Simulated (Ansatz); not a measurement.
Crystal: Ti.

```
Ti
1.0
    -1.64100    1.64100    1.64100
     1.64100   -1.64100    1.64100
     1.64100    1.64100   -1.64100
Ti
1
Direct
  0.00000 0.00000 0.00000
```

This isn't the form of Ti at room conditions, which is hcp.

Base run:

- Program: Ansatz 0.2.0
- Functional: HSE06
- Dispersion: D3(BJ)
- Potentials or basis: Ansatz PAW
- Cutoff: 420 eV
- Density cutoff: 1680 eV
- k mesh: 8 × 8 × 8
- Occupations: fermi-dirac, width 0.05 eV
- Spin: no spin polarisation

Its results: band gap on the k mesh none (metal or under the smearing width); pressure -10.8 GPa.

The run is repeated on the same cell with these changes: functional from HSE06 to HF; other keys from none to scf.lower_state_search = light. What comes out?

Band gap on the k mesh none (metal or under the smearing width); pressure -16.7 GPa.

Caveats: pairwise dispersion overbinds metals, which lowers pressure and volume; the thresholds are loose for stress; the PAW data sets were made with another functional, which shifts forces and pressure a little (some runs); the potentials were made for another functional, which shifts forces and pressure (some runs); so large a pressure means that the cell lies far from this level's equilibrium, or that cutoff or potentials fall short (some runs).
